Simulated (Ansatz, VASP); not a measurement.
Two plane-wave programs on Au

INCAR

```
SYSTEM = Au
PREC = Accurate ; ENCUT = 520
EDIFF = 1E-7 ; ISMEAR = -1
SIGMA = 0.05 ; LREAL = .FALSE.
LASPH = .TRUE. ; NELM = 60
ALGO = Normal ; ISIF = 2
LWAVE = .FALSE. ; LCHARG = .TRUE.
GGA = PE ; LELF = .TRUE.
LVHAR = .TRUE. ; NBANDS = 12
```

The input KPOINTS:

```
regular mesh
0
G
  10 10 10
  0 0 0
```

File POSCAR:

```
Au
1.0
    2.7112647709      0.0000000000      0.0000000000
    0.0000000000      2.7112647709      0.0000000000
    0.0000000000      0.0000000000      2.7112647709
Au
1
Direct
    0.5000000000      0.5000000000      0.5000000000
```

The input input.yaml:

```yaml
crystal:
  lattice:
    - [2.7112647709, 0.0, 0.0]
    - [0.0, 2.7112647709, 0.0]
    - [0.0, 0.0, 2.7112647709]
  atoms:
    - { symbol: Au, position: [0.5, 0.5, 0.5] }
hamiltonian:
  xc: pbe
  pseudopotentials: { kind: paw }
kpoints:
  mp_grid: { grid: [10, 10, 10] }
scf:
  occupations: { method: fermi_dirac, width: 0.05 }
output:
  forces: true
  stress: true
  eigenvalues: true
```

The cell was built by a generator and needn't be a form met in nature.

Alike in both runs: task single point; functional PBE; k mesh 10 × 10 × 10; occupations fermi-dirac, width 0.05 eV; no spin polarisation.

|  | VASP | Ansatz |
| --- | --- | --- |
| version | VASP 6.6.1 | Ansatz 0.2.0 |
| potentials or method | VASP PAW PBE potentials, release 64 (Au) | Ansatz PAW |
| plane-wave cutoff (eV) | 520 | 420 |
| valence electrons in the cell | 11 | 19 |

Ansatz gave:

* gap on the k mesh at the Fermi level (eV): none
* pressure (GPa): 5.0

What did VASP give for the same quantities?

gap on the k mesh at the Fermi level (eV): none; pressure (GPa): 4.8.

A gap of «none» marks a metal or a gap that the smearing closes. The two sets of potentials don't hold the same shells in valence.

The runs have no spin-orbit coupling, so splittings on Au are missing.
